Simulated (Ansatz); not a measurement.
Zone-centre modes in Ti

These are results of Ansatz 0.2.0, DFT r2SCAN, scalar-relativistic, plane waves, PAW, not measurements. Settings: plane waves to 500 eV, k-mesh 18×18×18 (Γ-centred), Gaussian smearing 0.15 eV. No spin polarisation.

Zero of the scan (relaxed at this level; this bcc form isn't the usual structure):

```
Ti
1.0
     0.00000   -3.25179    0.00000
    -3.25179    0.00000    0.00000
     0.00000    0.00000   -3.25179
Ti
2
Cartesian
  -1.6259 -1.6259 -1.6259
  0.0000 0.0000 0.0000
```

Harmonic modes by finite displacements of 0.02 Å, without the LO–TO term. The cell doubles the primitive one, so its zone centre also holds the primitive cell's point q = (1/2, 1/2, 1/2).

Question: At this geometry, is the structure stable against these modes?

Answer: Yes: no mode is imaginary beyond 10 cm⁻¹, and only the three translations lie near zero.

Question: List the wavenumbers in cm⁻¹.

Answer: 0, 0, 0, 222, 222, 222.

Cost: 1 run of about 1.1 core-minutes, on Intel Xeon Platinum 8488C (Sapphire Rapids) (shared hosts).